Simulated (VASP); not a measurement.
# BN: G0W0 quasiparticle levels with PBE

The system is BN.

```
N B
1.0
     1.25112    0.72234    3.37293
    -1.25112    0.72234    3.37293
     0.00000   -1.44467    3.37293
N B
1 1
Direct
  0.66724 0.66724 0.66724
  0.00033 0.00033 0.00033
```

The cell is a database's computed one.

| Item | Value |
| --- | --- |
| Program | VASP 6.6.1 |
| Task | G0W0 quasiparticle levels |
| Functional | PBE |
| Potentials or basis | VASP PAW PBE potentials, release 64 (N_GW, B_GW) |
| Cutoff | 500 eV |
| k mesh | 6 × 6 × 6 |
| Occupations | gaussian, width 0.01 eV |
| Spin | no spin polarisation |
| Cutoff of the response function | 120 |
| Frequency points | 48 |
| Empty bands | 31 |
| GW scheme | G0W0 |
| GW iterations | 1 |
| Valence bands in the BSE | 4 |
| Conduction bands in the BSE | 4 |
| Further INCAR settings | ALGO = BSE; EDIFF = 1e-08; NBANDS = 35 |

The band gap on the k mesh, mean-field level is 4.29 eV, indirect (least direct gap 4.71 eV) and the quasiparticle gap is 5.76 eV. The least direct quasiparticle gap is 6.32 eV.

Levels at points of the mesh, in eV from the valence-band top:
```tsv
k point	band 1	band 2	band 3	band 4	band 5	band 6	band 7	band 8
(0.00, 0.00, 0.00)	-17.78	-4.18	-1.29	-1.29	5.17	11.69	11.69	13.16
(0.50, 0.00, 0.00)	-14.59	-8.93	-4.07	-0.60	5.30	9.93	13.09	15.03
(0.50, 0.50, 0.00)	-14.52	-8.81	-4.13	-1.17	4.29	9.92	14.27	17.58
(0.50, 0.50, 0.50)	-17.52	-6.13	-1.31	-1.31	10.12	11.62	11.62	12.25
```

Dielectric function (mean over the directions given):
| energy (eV) | real part | imaginary part |
| --- | --- | --- |
| 0.32 | 3.77 | 0.00 |
| 0.96 | 3.82 | 0.01 |
| 1.60 | 3.92 | 0.02 |
| 2.32 | 4.13 | 0.04 |
| 2.96 | 4.45 | 0.06 |
| 3.68 | 5.12 | 0.13 |
| 4.32 | 6.52 | 0.37 |
| 5.04 | 14.52 | 12.05 |
| 5.69 | 3.43 | 1.88 |
| 6.41 | -3.43 | 3.82 |
| 7.05 | -1.43 | 2.50 |
| 7.69 | -0.05 | 1.18 |
| 8.41 | 0.91 | 0.71 |
| 9.05 | 1.73 | 0.58 |
| 9.77 | 4.51 | 1.29 |
| 10.41 | -0.61 | 2.73 |
| 11.13 | 1.79 | 0.90 |
| 11.77 | 2.84 | 2.16 |
| 12.49 | 2.33 | 1.93 |
| 13.13 | 2.80 | 1.35 |
| 13.77 | 6.47 | 4.84 |
| 14.49 | -6.27 | 5.27 |
| 15.14 | -2.15 | 3.03 |
| 15.86 | -0.98 | 2.09 |
| 16.50 | -1.40 | 2.16 |
| 17.22 | -0.86 | 1.28 |
| 17.86 | -1.37 | 2.83 |
| 18.58 | -1.18 | 0.40 |
| 19.22 | -0.74 | 0.36 |
| 19.94 | -0.52 | 0.06 |

Lowest excitation energies (eV) and strengths:
| energy | strength |
| --- | --- |
| 5.126 | 32.1 |
| 5.126 | 32.1 |
| 5.644 | 1.17 |
| 5.646 | 0 |
| 5.647 | 0.4 |
| 5.647 | 0.4 |
| 5.970 | 0.0037 |
| 5.970 | 0.0037 |
| 5.973 | 0.002 |
| 5.973 | 0 |

Wall time 5.2 min on 1 thread of Intel(R) Xeon(R) Platinum 8259CL CPU @ 2.50GHz (Skylake/Cascade Lake), with other jobs on the host, peak memory 0.35 GiB.

Caveat: the k mesh is coarse (spacing up to 0.49 Å⁻¹), so the values aren't converged; bands, screening cutoff and mesh are small and nothing is extrapolated, so the quasiparticle values aren't converged; spectra need much finer meshes, so this one isn't converged. A k mesh can miss the band edges.
